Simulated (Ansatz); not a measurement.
**Gradients in IrO2 at several cell volumes**

Reference cell: a structure deposited in the COD whose atoms were relaxed with PBE, the cell held.

Space group P4_2/mnm (No. 136); a = 4.4990, c = 3.1460 Å.

```csv
site,Wyckoff,site symmetry,x,y,z
Ir,2a,m.mm,0.0000,0.0000,0.0000
O,4f,m.2m,0.3079,0.3079,0.0000
```

One atom of each set is listed.

Computed with Ansatz: DFT, PBE, plane waves and PAW, scalar-relativistic, collinear spin, 420 eV cutoff, Γ-centred 10×10×15 k-points, Fermi–Dirac smearing 0.05 eV. Start moments as typed (μB): 1 on each Ir, none on the rest.

The cell is scaled uniformly, and the ions relax again at each size.

**Question.** How do the gradients (10²¹ V/m²) respond?

**Answer.** 

```tsv
V/V₀	Ir V_zz (η)	O V_zz (η)
0.94	-13.83 (0.90)	-9.08 (0.20)
0.96	-13.59 (0.75)	-9.29 (0.20)
0.98	-13.24 (0.65)	-9.49 (0.20)
1.00	-12.90 (0.54)	-9.68 (0.20)
1.02	-12.57 (0.43)	-9.86 (0.20)
1.04	-12.24 (0.33)	-10.03 (0.20)
1.06	-12.07 (0.18)	-10.20 (0.20)
```

Logarithmic slopes d ln|V_zz|/d ln V over the series: Ir -1.2, O 1.0. Point charges on a uniformly scaled lattice would give −1; atoms that shift within the cell as it changes, and charge that moves in the bonds, make the difference.

At this cell the PBE pressure is 7 GPa, so with PBE the cell would grow if it were relaxed. With no gap above 0.1 eV, as in a metal, the gradients converge slowly in k; expect changes of a tenth or more on a denser mesh. Spin–orbit coupling is left out, which shifts gradients on Ir by a few per cent in wide-gap crystals, and can shift them far more where the calculated gap is small or absent, as here. Semilocal functionals can leave a metal where correlation in the d or f shell opens a gap in the real compound, and that would change the values at and beside Ir. The start moments die out, and the run ends without spin.
